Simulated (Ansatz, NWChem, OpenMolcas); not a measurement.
## Errors in the atomisation enthalpy at 298 K

6 molecules of light elements (H to F); the atomisation enthalpy at 298 K in kJ/mol, computed less measured. Shapes, held fixed at every level: PBE0-D4/def2-TZVP. Flexible molecules stand in one conformer, not always the lowest. Thermal terms are harmonic and unscaled (PBE0-D4/def2-TZVP); the spin-orbit lowering of the free atoms is taken from their spectra. Programs: Ansatz 0.2.0, NWChem 7.3.0, OpenMolcas 26.06. A level may come from different programs for different species; with the same settings they agree closely. Measured values: Active Thermochemical Tables, CRC Handbook of Chemistry and Physics.

Levels: A = SVWN5/cc-pVDZ; B = PBE/cc-pVDZ; C = wB97X/cc-pVDZ; D = PBE-QIDH/cc-pVDZ.

```
               molecule  from tabulated heats     A    B    C     D
     C3H6 (SMILES C=CC)                  3438  +408   +8  -57  -100
CH6N2 (methylhydrazine)                  2875  +424  +15  -57  -154
   C3H6O (SMILES C=CCO)                  3832  +527  +25  -75  -140
        C3H6O (acetone)                  3924  +544  +44  -54  -121
        C4H6 (1-butyne)                  4010  +498  +20  -78  -122
C3H7F (2-fluoropropane)                  4049  +556  +35  -37  -106
```

Sum up the errors.


| level | kind | mean error | mean absolute error | worst case |
| --- | --- | --- | --- | --- |
| SVWN5/cc-pVDZ | LDA | +492.8 | 492.8 | C3H7F |
| PBE/cc-pVDZ | GGA | +24.5 | 24.5 | C3H6O (acetone) |
| wB97X/cc-pVDZ | range-separated hybrid | -59.7 | 59.7 | C4H6 |
| PBE-QIDH/cc-pVDZ | double hybrid | -123.8 | 123.8 | CH6N2 |

On this set PBE/cc-pVDZ has the smallest mean absolute error and SVWN5/cc-pVDZ the largest. SVWN5/cc-pVDZ is too high in 6 of 6; PBE/cc-pVDZ is too high in 6 of 6; wB97X/cc-pVDZ is too low in 6 of 6; PBE-QIDH/cc-pVDZ is too low in 6 of 6. Heats of the atoms come from ATcT where it has them. The tabulated value of C3H7F is in doubt (older tables, estimates, or at odds with other calculations) and kept here. Over the 5 molecules whose values aren't doubted the mean absolute errors are A 480.2; B 22.4; C 64.2; D 127.4. A functional in a double-zeta set wins here by errors that cancel. The set is small.
